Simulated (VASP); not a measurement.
Crystal: Te.

```
CELL_PARAMETERS angstrom
4.45400 0.00000 0.00000
-2.22700 3.85728 0.00000
0.00000 0.00000 5.92400
ATOMIC_POSITIONS crystal
Te 0.26900 0.00000 0.33333
Te 0.00000 0.26900 0.66667
Te 0.73100 0.73100 0.00000
```

* Program: VASP 6.6.1
* Task: relaxation of cell and atoms
* Functional: rev-vdW-DF2
* Potentials or basis: VASP PAW PBE potentials, release 64 (Te)
* Cutoff: 600 eV
* k mesh: 9 × 9 × 6
* Occupations: gaussian, width 0.03 eV
* Spin: no spin polarisation

At the start: pressure 0.7 GPa; volume 33.93 Å³/atom.

**Question.** Where does the relaxation end?

**Answer.** Over 9 steps the energy falls by 5.5 meV/atom and the volume is 33.51 Å³/atom (-1.2 %); space group P3_121 (No. 152, to 0.05 Å).

The path:
```tsv
step	energy change (eV)	largest force (eV/Å)	pressure (GPa)	volume (Å³)
1	0.0000	0.2283	0.75	101.78
2	-0.0056	0.0422	-0.71	104.12
3	-0.0071	0.0971	-0.27	103.37
4	-0.0097	0.0847	-0.22	102.88
5	-0.0151	0.0488	-0.04	101.41
6	-0.0127	0.0162	0.51	98.49
7	-0.0163	0.0248	0.15	100.33
8	-0.0160	0.0268	-0.29	100.90
9	-0.0165	0.0057	-0.01	100.53
```

Final structure:
```
Te
1.0
     4.39517    0.00000    0.00000
    -2.19759    3.80633    0.00000
     0.00000    0.00000    6.00935
Te
3
Direct
  0.27932 0.00000 0.33333
  0.00000 0.27932 0.66667
  0.72068 0.72068 0.00000
```

Caveat: the PAW data sets were made with another functional, which shifts forces and pressure a little.
